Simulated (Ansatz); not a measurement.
# Ag in Ansatz: reference runs

How does Ag come out in PBE? The cell is run as given.

Program: Ansatz 0.2.0. These are calculated values, not measurements. Logs are shortened: lines on timing, memory, paths and dates and some standing lists are left out, and cuts for length are marked.

## 1. The cell of the first run

The cell holds a slab with vacuum, 6 atoms: a = 2.946 Å, b = 2.946 Å, c = 27.005 Å, α = 90.00°, β = 90.00°, γ = 120.00°.

## 2. Single point, PBE (the (0 0 1) slab of Ag, cut from the database cell, not relaxed)

input.yaml

```yaml
crystal:
  lattice:
    - [2.9460943265, 0.0, 0.0]
    - [-1.4730471633, 2.5513925288, 0.0]
    - [0.0, 0.0, 27.0052091601]
  atoms:
    - { symbol: Ag, position: [0.0, 0.0, 0.2777241959] }
    - { symbol: Ag, position: [0.6666666667, 0.3333333333, 0.3666062915] }
    - { symbol: Ag, position: [0.3333333334, 0.6666666667, 0.455488387] }
    - { symbol: Ag, position: [0.6666666667, 0.3333333333, 0.544511613] }
    - { symbol: Ag, position: [0.3333333334, 0.6666666667, 0.6333937085] }
    - { symbol: Ag, position: [0.0, 0.0, 0.7222758041] }
hamiltonian:
  xc: pbe
  pseudopotentials: { kind: paw }
kpoints:
  mp_grid: { grid: [10, 10, 1] }
scf:
  occupations: { method: fermi_dirac, width: 0.05 }
output:
  forces: true
  eigenvalues: true
efield:
  axis: 3
  dipole_correction: true
  ramp_width: 0.04
```

Potentials or basis: Ansatz PAW.

On the command line:

```console
ansatz run input.yaml --threads 4 --pin off --max-ram 11264MiB --backend cpu --events-out ev --progress --plain --runs-dir out
```

Output:

```text
Warning: RAYON_NUM_THREADS=4 ignored (pool sized by the plan → 4); use --threads N
Engine: ansatz 0.2.0, aarch64-unknown-linux-gnu
Pseudopotentials: kind: paw
Pseudopotential: Ag, paw, valence charge 19, recommended cutoff 420 eV (normal), Ag.paw.azcp
Functional definition: PBE
  parameter kappa = 0.804
  parameter beta = 0.06672455060314922
  exchange = pbe_x(kappa = kappa, mu = beta*pi^2/3)
  correlation = pbe_c(beta = beta)
Crystal: 6 atoms, lattice volume = 202.989 Å³
Basis set: ecut = 420 eV, 3919 PW (Γ), exchange–correlation on 40×40×384 points (8 copies of the dense FFT grid, shifted against one another)
Bands: 69, of which v1, the nominal top of the filled ones, is band 57 counted from 1 (56 counted from 0)
Symmetry: 6 space group operations
k-points: 14 of 100 (time reversal used)
Non-local potential: Ag, projectors of the file, l = 0: 3, l = 1: 2, l = 2: 2, l = 3: 1
PAW form: soft (Blöchl's): semilocal exchange-correlation on the pseudo side does not see the compensation charge
PAW one-centre angular grid: Ag, 590 points (default); XC on 64 Gauss nodes
Initial density: superposition of atomic densities (neutral atoms: chi_scale 0, normalization atom), corrected by the library's trained network
Initial wavefunctions: pseudopotential atomic-orbital guess
Functional: x = pbe(κ = 0.804, μ = 0.2195149727645171), c = pbe(β = 0.06672455060314922)
SCF iter   1: F=—  HF=-45542.534852 eV  |F-HF|=—  |Δ(HF+E_count)|=         —  Δρ=1.36e-3  dr2=3.94e-2  ethr=1.77e-3  p=-0.000 e·Å  D=-2.33e-15 V/Å  ΔV_dip=0.00 eV  dr2_dipole=5.02e-7  V_vac-E_F(+/−)=4.39/4.39 eV  ⟨swp⟩=6.5  Hψ=3773  notcnv=0  defer=23
efield: sawtooth ramp at fractional position 0.9800 (placed from the atoms, in the widest stretch of the axis that holds none; the zero of the levels goes with the place), width 0.0400; the density the first Hamiltonian is built on has a dipole p = -0.000 e·Å; the dipole correction subtracts the counter field D = -2.33e-15 V/Å, which shifts the + side's vacuum level by +0.00 eV against the − side's; the planar-averaged density in the ramp window peaks in size at 1.4e-5 e/Å³
preconditioner: auto → LDOS  [metal: Δε(μ)=0.016 eV  Ē_g=9.517 eV  σ=0.050 eV  W_gap=0.08  n_scr=38 (ndim 8)  ℏωp=21.2 eV  f_vac=0.441  D(μ)=3.92/eV (n_scr^D=16)  β→1.0]
[... 18 lines left out ...]
Levels:          The Fermi level and band energies are counted from a zero that moves with the ramp; work functions are not
--- Per-component energies (eV) ---
  E_band       = -2609.387025
  E_kinetic    = 3161.371469
  E_local      = -170723.577374  (includes V_loc(G=0)·N_el)
  E_nonlocal   = 481.729999
  E_hartree    = 84174.350231
  E_xc         = -1106.356225
  E_vxc        = -1405.325985  (∫ρ·V_xc dr)
  E_paw        = -23413.872113  (= ΣΔE_a)
  E_vpaw       = -2472.292130  (= ΣTr[D̂ρ^β])
  E_aug_tail   = 0.001938  (compensation charges beyond the density's cutoff)
  E_efield     = 0.000000  (sawtooth field / dipole correction)
  E_vefield    = 0.000000  (∫n·V_field dr)
  E_ewald      = 61883.845164
  E_smearing   = -0.030734  (= −TS)
  E_closure    = -0.000000  (closes the sum)
  Σ components = -45542.537645   (vs F -45542.537645, Δ=0.00e0)
--- Forces (eV/Å), atoms counted from 1 ---
  atom   1  Ag    -0.00000000     0.00000000     0.05896716
  atom   2  Ag    -0.00000000    -0.00000000     0.04595377
  atom   3  Ag     0.00000000     0.00000000    -0.05459871
  atom   4  Ag    -0.00000000     0.00000000     0.05459794
  atom   5  Ag     0.00000000     0.00000000    -0.04595367
  atom   6  Ag     0.00000000     0.00000000    -0.05896694
  max |Σ_I F_I| component: 4.47e-7 eV/Å
--- Band table (eV; the first three rows and the last of 14) ---
  k-point 0: bands = ["-85.2579", "-85.2579", "-85.2062", "-85.1998", "-85.0947", "-85.0947", "-48.7710", "-48.7588", "-48.7027", "-48.6859", "-48.6859", "-48.6858", "-48.6858", "-48.6500", "-48.6299", "-48.6299", "-48.6200", "-48.6200", "-48.5559", "-48.5558", "-48.5338", "-48.5338", "-48.5338", "-48.5338", "-0.6230", "-0.1602", "0.4434", "0.5758", "0.7018", "0.7600", "1.9549", "1.9747", "1.9987", "1.9987", "2.0426", "2.0426", "2.0531", "2.0531", "2.1510", "2.1877", "2.1877", "2.2558", "2.2558", "2.2561", "2.2561", "2.7809", "2.7809", "2.9591", "2.9725", "2.9725", "3.1009", "3.1009", "3.2812", "3.2812", "3.4911", "3.4911", "3.5640", "3.5640", "4.3655", "6.0975", "6.7823", "10.4854", "10.6384", "11.6565", "11.9243", "13.7551", "13.8800", "16.2075", "16.5317"]
  k-point 1: bands = ["-85.2571", "-85.2570", "-85.2053", "-85.1991", "-85.0939", "-85.0939", "-48.7680", "-48.7571", "-48.7056", "-48.6962", "-48.6923", "-48.6884", "-48.6883", "-48.6516", "-48.6376", "-48.6326", "-48.6288", "-48.6220", "-48.5552", "-48.5551", "-48.5430", "-48.5430", "-48.5361", "-48.5361", "-0.3646", "0.0876", "0.6699", "0.7297", "0.8784", "0.9584", "1.8336", "1.8834", "1.9041", "1.9778", "2.0403", "2.0537", "2.1108", "2.1467", "2.1774", "2.1922", "2.1980", "2.2552", "2.2836", "2.3678", "2.3812", "2.5961", "2.6768", "2.7321", "2.8892", "2.9386", "3.0913", "3.1009", "3.1199", "3.2893", "3.3239", "3.4956", "3.5803", "3.7934", "4.8989", "6.4986", "7.3264", "10.6471", "10.8670", "11.8644", "12.1375", "13.9807", "14.0787", "16.4375", "16.7307"]
  k-point 2: bands = ["-85.2549", "-85.2549", "-85.2028", "-85.1974", "-85.0918", "-85.0918", "-48.7602", "-48.7531", "-48.7250", "-48.7221", "-48.6984", "-48.6949", "-48.6948", "-48.6660", "-48.6507", "-48.6481", "-48.6394", "-48.6275", "-48.5674", "-48.5674", "-48.5531", "-48.5531", "-48.5424", "-48.5424", "0.2981", "0.6537", "0.9964", "1.0767", "1.2157", "1.3405", "1.5955", "1.6848", "1.7728", "1.7926", "1.8475", "2.0800", "2.1194", "2.2189", "2.3015", "2.3499", "2.3539", "2.4029", "2.4751", "2.4885", "2.5321", "2.6365", "2.6938", "2.7130", "2.7988", "2.8131", "2.9581", "3.0231", "3.0875", "3.2959", "3.5060", "3.5457", "3.6149", "4.4688", "5.8017", "7.4300", "8.6128", "11.1505", "11.5549", "12.5160", "12.7813", "14.6455", "14.6889", "17.1023", "17.2999"]
  k-point 13: bands = ["-85.2482", "-85.2482", "-85.1942", "-85.1934", "-85.0853", "-85.0853", "-48.7674", "-48.7671", "-48.7493", "-48.7482", "-48.7417", "-48.7399", "-48.7067", "-48.6995", "-48.6943", "-48.6796", "-48.6647", "-48.6615", "-48.6096", "-48.6095", "-48.5919", "-48.5919", "-48.5477", "-48.5477", "1.0789", "1.1779", "1.2025", "1.3297", "1.3898", "1.5250", "1.5329", "1.5412", "1.6760", "1.7214", "1.8308", "2.0617", "2.0622", "2.1543", "2.2000", "2.3372", "2.3454", "2.5099", "2.5230", "2.6766", "2.7412", "2.9200", "2.9518", "3.1166", "3.3124", "3.4345", "3.4449", "3.5480", "3.6209", "3.6279", "8.1664", "8.5898", "9.2866", "10.1479", "10.5664", "10.6437", "10.9589", "11.1333", "11.8324", "12.0289", "12.0302", "12.9255", "13.1259", "13.3646", "13.8240"]
```

Run time: 3.1 s. Hardware: 4 threads of Arm Neoverse V2, shared host; peak memory 0.59 GiB.

What came out:

```yaml
Free_energy: -45542.5376 eV
Largest_force: 0.059 eV/Å
Band_gap_on_the_k_mesh: none (metal or under the smearing width)
Work_function_of_the_upper_face: 4.47 eV
Work_function_of_the_lower_face: 4.47 eV
Dipole_across_the_slab: 0.000 e·Å
```

Forces in eV/Å, atoms in the order of the input:
```
Ag   0.000  0.000  0.059
Ag   0.000  0.000  0.046
Ag   0.000  0.000 -0.055
Ag   0.000  0.000  0.055
Ag   0.000  0.000 -0.046
Ag   0.000  0.000 -0.059
```
